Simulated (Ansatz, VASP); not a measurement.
# One calculation of SiO2, two programs

The input INCAR:

```
PREC = Accurate
ENCUT = 520
EDIFF = 1E-6
ISMEAR = 0
SIGMA = 0.02
LREAL = False
LASPH = True
NELM = 60
ALGO = Normal
ISIF = 2
LWAVE = False
LCHARG = True
GGA = CA
LELF = True
LVHAR = True
NBANDS = 34
```

KPOINTS

```
regular mesh
0
Gamma
  6 6 4
```

The input POSCAR:

```
SiO2
1.0
    5.0386983869      0.0000000000      0.0000000000
   -2.5193491935      4.3636408051      0.0000000000
    0.0000000000      0.0000000000      5.5248549997
Si O
3 6
Direct
    0.0000000000      0.5000000000      0.3333333333
    0.5000000000      0.5000000000      0.6666666667
    0.5000000000      0.0000000000      0.0000000000
    0.5843949023      0.7921974512      0.8333333333
    0.7921974512      0.5843949023      0.5000000000
    0.7921974512      0.2078025488      0.1666666667
    0.4156050977      0.2078025488      0.8333333333
    0.2078025488      0.4156050977      0.5000000000
    0.2078025488      0.7921974512      0.1666666667
```

Input for Ansatz:

```yaml
crystal:
  lattice:
    - [5.0386983869, 0.0, 0.0]
    - [-2.5193491935, 4.3636408051, 0.0]
    - [0.0, 0.0, 5.5248549997]
  atoms:
    - { symbol: Si, position: [0.0, 0.5, 0.3333333333] }
    - { symbol: Si, position: [0.5, 0.5, 0.6666666667] }
    - { symbol: Si, position: [0.5, 0.0, 0.0] }
    - { symbol: O, position: [0.5843949023, 0.7921974512, 0.8333333333] }
    - { symbol: O, position: [0.7921974512, 0.5843949023, 0.5] }
    - { symbol: O, position: [0.7921974512, 0.2078025488, 0.1666666667] }
    - { symbol: O, position: [0.4156050977, 0.2078025488, 0.8333333333] }
    - { symbol: O, position: [0.2078025488, 0.4156050977, 0.5] }
    - { symbol: O, position: [0.2078025488, 0.7921974512, 0.1666666667] }
basis:
  ecutwfc: 420
kpoints:
  mp_grid: { grid: [6, 6, 4] }
hamiltonian:
  xc: lda
scf:
  occupations: { method: gaussian, width: 0.02 }
output:
  eigenvalues: true
  states_by_energy: {}
checkpoint:
  read: start.run
  write: ck
  compress: false
  write_wavefunctions: false
  write_every: 100000
```

Alike in both runs: task single point; functional LDA; k mesh 6 × 6 × 4; occupations gaussian, width 0.02 eV; no spin polarisation.

|  | VASP | Ansatz |
| --- | --- | --- |
| version | VASP 6.6.1 | Ansatz 0.2.0 |
| potentials or method | VASP PAW LDA potentials, release 64 (Si, O) | scalar-relativistic, plane waves, PAW |
| plane-wave cutoff (eV) | 520 | 420 |
| valence electrons in the cell | 48 | 48 |

|  | VASP | Ansatz | Ansatz less VASP |
| --- | --- | --- | --- |
| gap on the k mesh at the Fermi level (eV) | 5.49 | 5.50 | +0.003 |
| least direct gap on the mesh (eV) | 5.68 | 5.68 | -0.001 |

A k mesh can miss the band edges. As with any semilocal functional, this LDA gap is likely too small.
